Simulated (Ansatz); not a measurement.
**KCl: energy along a strain**

KCl, Pm-3m, a = 3.839 Å (as given, not relaxed at this level: -3.1 GPa). This isn't the usual stable structure of the compound. Ansatz: LDA, PAW, 420 eV, Γ-centred 6×6×6 mesh on 2 atoms, Gaussian smearing 0.05 eV; no spin polarisation. Cell vectors (Å): 3.839 0.000 0.000; 0.000 3.839 0.000; 0.000 0.000 3.839. The cell is strained by x per cent times the pattern (0 1 0 0 0 0) in the order xx yy zz yz xz xy (engineering shears), with fractional coordinates held. y is the free energy over the start, V0 = 28.294 Å³/atom.

```tsv
x (%)	y (meV/atom)
-4.00	?
-3.00	-13.40
-2.00	-9.69
-1.00	-5.21
0.00	0.00
1.00	5.90
2.00	12.47
3.00	19.67
3.50	23.50
4.00	27.48
```

Fit y = c1 x + c2 x² + c3 x³ to the other rows, get the stiffness along the pattern, and predict the missing energy.

Least squares on the rows shown. y = 5.5596 x + 0.34830 x² − 0.0052175 x³. The clamped-ion stiffness p·C·p = 2 × 3.483 eV × 160.2 / 28.294 Å³ = 39 GPa, which is C22 in these axes (C11 of the cubic crystal) (second derivative at the start, which stands under stress). At x = -4.00 the fit asked for gives -16.33 meV/atom. The run gave -16.31 meV/atom, so the fit is 0.02 meV/atom too low, a small miss on the scale of the series.